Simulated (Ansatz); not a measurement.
Born–Oppenheimer molecular dynamics of a periodic cell of 16 atoms, Ba (start crystal Ba, start structure bcc, volume 1.15 times the crystal's). It goes on from the last frame of an earlier run, with new velocities.

All numbers below come from DFT PBE-D3(BJ), scalar-relativistic, plane waves, PAW in Ansatz 0.2.0. Settings: accuracy low, cutoff 420 eV, k mesh 1x1x1, fermi-dirac smearing 0.36 eV, no spin polarisation.

```
ensemble        : NPT, Langevin
time step       : 2.25 fs
steps asked     : 170
set temperature : 2940 K
friction        : 0.005 /fs
pressure        : 0 GPa
seed            : 818632
```

Frames 22.5 fs apart, positions in Å.

Velocities at 112.5 fs (Å/ps):

```
Ba 3.83 -6.10 -5.99
Ba 9.10 0.69 -2.37
Ba 0.31 4.40 -3.19
Ba 2.64 2.43 -2.87
Ba 5.04 -0.62 7.04
Ba -2.65 -0.97 -1.24
Ba 7.03 -1.45 -6.62
Ba -3.37 1.09 -7.29
Ba -0.49 -8.36 0.27
Ba -2.11 -3.55 6.18
Ba 5.12 0.37 6.64
Ba 1.84 0.99 7.75
Ba 0.49 7.77 4.37
Ba 0.01 -2.59 3.60
Ba -3.98 5.06 -0.64
Ba -0.69 -3.33 -1.45
```

```xyz
16
Lattice="10.4689 -0.0675 -0.0988 -0.0675 10.6824 0.0172 -0.0988 0.0172 10.4590" Properties=species:S:1:pos:R:3 time_fs=112.5 energy_less_start_eV=1.324 T=3057
Ba 0.086 0.065 -0.386
Ba 5.789 -0.677 0.598
Ba 0.368 4.923 -0.024
Ba 0.499 0.526 5.720
Ba 2.800 2.701 2.777
Ba 5.267 6.046 -0.694
Ba 5.617 -0.626 4.347
Ba 7.500 2.205 2.027
Ba -0.063 6.045 6.150
Ba 1.898 8.503 2.498
Ba 4.276 2.825 8.311
Ba 4.293 6.634 6.112
Ba 8.159 8.184 3.248
Ba 7.478 2.231 7.783
Ba 2.283 8.480 8.100
Ba 8.065 8.586 7.849
16
Lattice="10.4595 -0.1466 -0.0963 -0.1466 10.6862 0.0269 -0.0963 0.0269 10.4246" Properties=species:S:1:pos:R:3 time_fs=135.0 energy_less_start_eV=2.216 T=2785
Ba 0.184 -0.014 -0.478
Ba 6.019 -0.714 0.549
Ba 0.359 5.023 -0.050
Ba 0.550 0.541 5.619
Ba 2.889 2.690 2.931
Ba 5.142 5.943 -0.702
Ba 5.759 -0.704 4.202
Ba 7.402 2.183 1.857
Ba -0.144 5.868 6.124
Ba 1.769 8.427 2.697
Ba 4.343 2.822 8.443
Ba 4.333 6.629 6.252
Ba 8.078 8.285 3.331
Ba 7.455 2.149 7.826
Ba 2.127 8.581 8.075
Ba 7.973 8.485 7.807
16
Lattice="10.4517 -0.2313 -0.1199 -0.2313 10.7311 0.0243 -0.1199 0.0243 10.3280" Properties=species:S:1:pos:R:3 time_fs=157.5 energy_less_start_eV=2.765 T=2343
Ba 0.289 -0.035 -0.557
Ba 6.175 -0.734 0.456
Ba 0.319 5.138 -0.091
Ba 0.599 0.525 5.460
Ba 2.995 2.729 3.024
Ba 5.041 5.833 -0.688
Ba 5.821 -0.775 4.070
Ba 7.279 2.151 1.725
Ba -0.296 5.692 6.040
Ba 1.628 8.366 2.848
Ba 4.319 2.765 8.478
Ba 4.383 6.649 6.282
Ba 8.045 8.357 3.332
Ba 7.463 2.091 7.717
Ba 1.943 8.687 8.040
Ba 7.811 8.419 7.700
16
Lattice="10.4945 -0.3115 -0.1601 -0.3115 10.7564 0.0353 -0.1601 0.0353 10.2327" Properties=species:S:1:pos:R:3 time_fs=180.0 energy_less_start_eV=2.738 T=3003
Ba 0.472 0.046 -0.573
Ba 6.375 -0.829 0.319
Ba 0.257 5.272 -0.189
Ba 0.667 0.492 5.237
Ba 3.123 2.750 3.121
Ba 5.027 5.766 -0.579
Ba 5.790 -0.849 3.923
Ba 7.266 2.147 1.687
Ba -0.445 5.536 5.993
Ba 1.525 8.271 2.969
Ba 4.254 2.761 8.531
Ba 4.403 6.635 6.277
Ba 8.153 8.369 3.307
Ba 7.549 1.990 7.608
Ba 1.785 8.761 8.000
Ba 7.664 8.334 7.562
16
Lattice="10.5290 -0.3765 -0.2083 -0.3765 10.7607 0.0588 -0.2083 0.0588 10.1553" Properties=species:S:1:pos:R:3 time_fs=202.5 energy_less_start_eV=2.640 T=3235
Ba 0.653 0.198 -0.541
Ba 6.563 -0.917 0.079
Ba 0.227 5.377 -0.215
Ba 0.654 0.467 5.074
Ba 3.209 2.804 3.163
Ba 5.071 5.674 -0.454
Ba 5.736 -0.940 3.786
Ba 7.271 2.160 1.665
Ba -0.516 5.337 5.993
Ba 1.417 8.169 3.126
Ba 4.154 2.739 8.603
Ba 4.425 6.558 6.319
Ba 8.299 8.370 3.239
Ba 7.650 1.924 7.590
Ba 1.713 8.810 7.944
Ba 7.500 8.288 7.413
16
Lattice="10.5918 -0.3999 -0.2379 -0.3999 10.8076 0.0943 -0.2379 0.0943 10.1679" Properties=species:S:1:pos:R:3 time_fs=225.0 energy_less_start_eV=2.533 T=2970
Ba 0.764 0.376 -0.525
Ba 6.746 -1.042 -0.163
Ba 0.186 5.488 -0.239
Ba 0.602 0.453 4.927
Ba 3.322 2.924 3.185
Ba 5.131 5.643 -0.312
Ba 5.646 -0.949 3.655
Ba 7.317 2.201 1.600
Ba -0.544 5.165 5.978
Ba 1.435 8.113 3.305
Ba 4.075 2.735 8.775
Ba 4.530 6.488 6.378
Ba 8.515 8.424 3.220
Ba 7.769 1.878 7.620
Ba 1.725 8.829 7.960
Ba 7.480 8.284 7.403
16
Lattice="10.6575 -0.4148 -0.2683 -0.4148 10.9325 0.1492 -0.2683 0.1492 10.2146" Properties=species:S:1:pos:R:3 time_fs=247.5 energy_less_start_eV=2.529 T=3338
Ba 0.902 0.566 -0.465
Ba 6.903 -1.170 -0.445
Ba 0.177 5.670 -0.254
Ba 0.567 0.445 4.840
Ba 3.456 3.031 3.200
Ba 5.216 5.725 -0.160
Ba 5.539 -0.923 3.596
Ba 7.418 2.257 1.548
Ba -0.545 5.067 5.970
Ba 1.504 8.076 3.546
Ba 4.061 2.842 8.971
Ba 4.641 6.495 6.397
Ba 8.669 8.553 3.172
Ba 7.859 1.860 7.620
Ba 1.753 8.893 7.995
Ba 7.533 8.323 7.435
16
Lattice="10.7117 -0.4103 -0.2785 -0.4103 11.1520 0.2637 -0.2785 0.2637 10.2873" Properties=species:S:1:pos:R:3 time_fs=270.0 energy_less_start_eV=2.623 T=3230
Ba 1.042 0.757 -0.368
Ba 7.021 -1.228 -0.703
Ba 0.180 5.828 -0.241
Ba 0.526 0.452 4.743
Ba 3.609 3.171 3.237
Ba 5.250 5.912 -0.013
Ba 5.395 -0.809 3.617
Ba 7.490 2.330 1.530
Ba -0.534 5.065 6.035
Ba 1.689 8.099 3.836
Ba 4.104 3.043 9.117
Ba 4.786 6.623 6.440
Ba 8.860 8.738 3.188
Ba 7.893 1.874 7.614
Ba 1.795 9.093 8.044
Ba 7.657 8.460 7.507
16
Lattice="10.7532 -0.3878 -0.2733 -0.3878 11.4175 0.4131 -0.2733 0.4131 10.4320" Properties=species:S:1:pos:R:3 time_fs=292.5 energy_less_start_eV=2.762 T=2728
Ba 1.124 0.933 -0.277
Ba 7.012 -1.289 -0.921
Ba 0.188 5.889 -0.248
Ba 0.510 0.468 4.715
Ba 3.742 3.324 3.307
Ba 5.341 6.144 0.147
Ba 5.312 -0.703 3.670
Ba 7.576 2.453 1.564
Ba -0.482 5.106 6.157
Ba 1.951 8.130 4.102
Ba 4.163 3.232 9.333
Ba 4.933 6.827 6.584
Ba 9.047 8.936 3.329
Ba 7.911 1.959 7.677
Ba 1.867 9.401 8.175
Ba 7.769 8.725 7.603
16
Lattice="10.7666 -0.3286 -0.2629 -0.3286 11.6816 0.5512 -0.2629 0.5512 10.6236" Properties=species:S:1:pos:R:3 time_fs=315.0 energy_less_start_eV=2.931 T=2436
Ba 1.210 1.084 -0.253
Ba 6.958 -1.312 -1.073
Ba 0.182 5.952 -0.283
Ba 0.514 0.453 4.721
Ba 3.821 3.508 3.372
Ba 5.433 6.434 0.294
Ba 5.212 -0.561 3.698
Ba 7.688 2.527 1.634
Ba -0.366 5.127 6.240
Ba 2.200 8.131 4.350
Ba 4.197 3.397 9.573
Ba 5.092 7.026 6.744
Ba 9.193 9.206 3.496
Ba 7.892 2.083 7.720
Ba 1.946 9.705 8.335
Ba 7.910 8.983 7.704
16
Lattice="10.8025 -0.2439 -0.2202 -0.2439 11.8832 0.6832 -0.2202 0.6832 10.7429" Properties=species:S:1:pos:R:3 time_fs=337.5 energy_less_start_eV=2.991 T=2166
Ba 1.269 1.151 -0.201
Ba 6.878 -1.330 -1.157
Ba 0.181 5.968 -0.289
Ba 0.552 0.441 4.740
Ba 3.905 3.710 3.466
Ba 5.549 6.627 0.507
Ba 5.177 -0.343 3.707
Ba 7.811 2.549 1.725
Ba -0.202 5.173 6.285
Ba 2.462 8.148 4.552
Ba 4.255 3.584 9.740
Ba 5.287 7.181 6.857
Ba 9.300 9.409 3.689
Ba 7.843 2.190 7.652
Ba 2.088 9.984 8.488
Ba 8.100 9.222 7.793
16
Lattice="10.8982 -0.1422 -0.2096 -0.1422 12.0003 0.8472 -0.2096 0.8472 10.8123" Properties=species:S:1:pos:R:3 time_fs=360.0 energy_less_start_eV=2.961 T=2254
Ba 1.361 1.177 -0.148
Ba 6.811 -1.332 -1.213
Ba 0.189 5.923 -0.307
Ba 0.622 0.469 4.701
Ba 4.013 3.895 3.547
Ba 5.741 6.765 0.707
Ba 5.219 -0.122 3.720
Ba 8.019 2.567 1.759
Ba -0.131 5.220 6.328
Ba 2.611 8.094 4.729
Ba 4.297 3.846 9.854
Ba 5.510 7.276 6.943
Ba 9.408 9.506 3.874
Ba 7.836 2.363 7.541
Ba 2.275 10.280 8.613
Ba 8.343 9.467 7.850
```

Of the whole run (382 fs, mean temperature of the second half 2796 K): The conserved energy stayed within 0.013 meV per atom of its start (net change -0.0063 meV per atom), so the integration is sound. A run of 0.38 ps of so small a system gives no equilibrium averages. Limits of this set-up: coarse k mesh, low accuracy level. The cell's volume went from 1164 to 1440 Å³.

Run time: 21 min on 2 threads of Arm Neoverse V1, on a shared host, peak memory 1.2 GiB.
